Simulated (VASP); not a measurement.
Here is a VASP 6.6.1 calculation.

INCAR

```
SYSTEM = BP
ALGO = Normal
DIPOL = 0.5 0.5 0.294
EDIFF = 1E-6
ENCUT = 520
GGA = PS
IDIPOL = 3
ISIF = 2
ISMEAR = 0
IVDW = 13
LASPH = .True.
LCHARG = .False.
LDIPOL = .True.
LREAL = .False.
LWAVE = .False.
NBANDS = 11
NELM = 100
PREC = Accurate
SIGMA = 0.03
```

Contents of KPOINTS:

```
k-points
0
Gamma
  12 12 1
  0 0 0
```

Contents of POSCAR:

```
BP
1.0
    3.1955473596      0.0000000000      0.0000000000
   -1.5977736798      2.7674251924      0.0000000000
    0.0000000000      0.0000000000     23.8000000000
B P
1 1
Direct
    0.3333333333      0.6666666667      0.2941176471
    0.6666666667      0.3333333333      0.2941176471
```

Potentials or basis: VASP PAW PBE potentials, release 64 (B, P).

Command:

```console
$ cat potpaw_PBE.64/B/POTCAR potpaw_PBE.64/P/POTCAR > POTCAR
$ mpirun -np 1 vasp_std > vasp.out
```

(1) Predict the band gap on the k mesh.

(2) Estimate the dispersion energy per atom.

Results:

(1) 0.87 eV, direct.

(2) -0.070 eV.
